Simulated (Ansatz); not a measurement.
# SnSe: the cost of one run

Computed with Ansatz 0.2.0 (DFT r2SCAN, scalar-relativistic, plane waves, PAW, unless a step's input says otherwise).

The COD entry's cell or inner coordinates are ideal or old and differ from later refinements, so a difference from it is no clean test against experiment.

**1. The system as given**

It takes space group Pnma (No. 62, orthorhombic). Conventional cell: a = 11.679 Å, b = 4.126 Å, c = 4.693 Å, α = 90.00°, β = 90.00°, γ = 90.00°. Around Sn (site symmetry m) lie 3 Se at 2.76 to 2.77 Å. Se (site symmetry m) is surrounded by 3 Sn at 2.76 to 2.77 Å.

Structure file:

```xyz
8
Lattice="11.6794 0.0000 0.0000 0.0000 4.1263 0.0000 0.0000 0.0000 4.6927" Properties=species:S:1:pos:R:3 pbc="T T T"
Sn    1.4024    1.0316    0.5821
Sn   10.2770    3.0947    4.1106
Sn    4.4373    3.0947    2.9285
Sn    7.2420    1.0316    1.7642
Se    9.9523    1.0316    2.2907
Se    1.7271    3.0947    2.4020
Se    7.5668    3.0947    4.6370
Se    4.1126    1.0316    0.0557
```

It is the result of an earlier relaxation at this level (volume 28.27 Å³/atom; gap on the mesh: 1.02 eV).

**2. Zero of energy**

The reference gives a free energy of -46070.7118 eV, pressure 0.00 GPa, largest force 0.002 eV/Å and gap on the mesh 1.06 eV. It was computed beforehand with the settings of the runs below.

**3. The scan: moving one atom along a line**

Atom 1 (Sn) is moved by x along the Cartesian unit vector (0.982, 0.000, -0.191); the cell and all other atoms stay fixed. Forces below are components along that vector, summed over the moved atoms. In a periodic cell its images move with it.

**4. x = -0.600 Å**

input.yaml

```yaml
crystal:
  lattice:
    - [11.6793687583, 0.0, 0.0]
    - [0.0, 4.1263079581, 0.0]
    - [0.0, 0.0, 4.692727253]
  atoms:
    - { symbol: Sn, position: [0.0696416188, 0.25, 0.1484319228] }
    - { symbol: Sn, position: [0.8799283471, 0.75, 0.8759483516] }
    - { symbol: Sn, position: [0.3799283471, 0.75, 0.6240516484] }
    - { symbol: Sn, position: [0.6200716529, 0.25, 0.3759483516] }
    - { symbol: Se, position: [0.8521266793, 0.25, 0.4881347762] }
    - { symbol: Se, position: [0.1478733207, 0.75, 0.5118652238] }
    - { symbol: Se, position: [0.6478733207, 0.75, 0.9881347762] }
    - { symbol: Se, position: [0.3521266793, 0.25, 0.0118652238] }
basis:
  ecutwfc: 500
kpoints:
  mp_grid: { grid: [4, 8, 6] }
hamiltonian:
  xc: r2scan
scf:
  occupations: { method: gaussian, width: 0.05 }
output:
  forces: true
  stress: true
  eigenvalues: true
```

The run is started by

```
ansatz run input.yaml --threads 2 --pin off --max-ram 5120MiB --backend cpu --events-out ev --progress --plain --runs-dir out
```

**Question.** How long does this run take on 2 threads of Oxide Virtual Turin-like (Zen 5), shared host, and how much memory does it need?

About 79 s, with a peak of 1.5 GiB.
